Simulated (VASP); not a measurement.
Runs of VASP 6.6.1 on CuO. It takes space group F-43m (No. 216, cubic). Conventional cell: a = 4.655 Å, b = 4.655 Å, c = 4.655 Å, α = 90.00°, β = 90.00°, γ = 90.00°. Cu (site symmetry -43m) has 4 O at 2.02 Å as nearest neighbours. O (site symmetry -43m) is surrounded by 4 Cu at 2.02 Å. Measurements of this composition are mostly on another form, of space group No. 15.

```tsv
task	level	cell	k mesh	cutoff (eV)	smearing	grid for exact exchange (PRECFOCK)	exchange at q = 0	optimiser	mesh quality	gap on the mesh (eV)	pressure (GPa)	relaxed volume (Å³/atom)
relaxation of cell and atoms	r2SCAN50	relaxed	5 × 5 × 5	600	gaussian 0.05 eV	Normal	truncated	-	coarse	none	-0.2	(a)
relaxation of the atoms	r2SCAN	atoms relaxed from: atoms moved at random, drawn with an rms of 0.15 Å	7 × 7 × 7	520	gaussian 0.05 eV	-	-	LBFGS	not flagged	none	-14.5	-
relaxation of cell and atoms	r2SCAN+rVV10	relaxed	10 × 10 × 10	600	gaussian 0.05 eV	-	-	-	not flagged	none	-0.1	11.05
relaxation of cell and atoms	TPSS	relaxed	10 × 10 × 10	600	gaussian 0.05 eV	-	-	-	not flagged	none	0.0	11.48
```

Alike in all rows: potentials or basis VASP PAW PBE potentials, release 64 (Cu, O); no spin polarisation.

Question: Estimate the missing entries.

Answer: (a) 10.80.

Caveats: some runs use coarse meshes; the PAW data sets were made with another functional, which shifts forces and pressure a little; an odd number of electrons without spin polarisation forces a metal; a magnetic or distorted state may lie lower; the run has no spin polarisation, though such a crystal can be magnetic; semilocal functionals often make such compounds metallic where correlation or magnetic order opens a gap, which also shifts bond lengths (some runs).

A gap of «none» marks a metal or a gap under the smearing width.
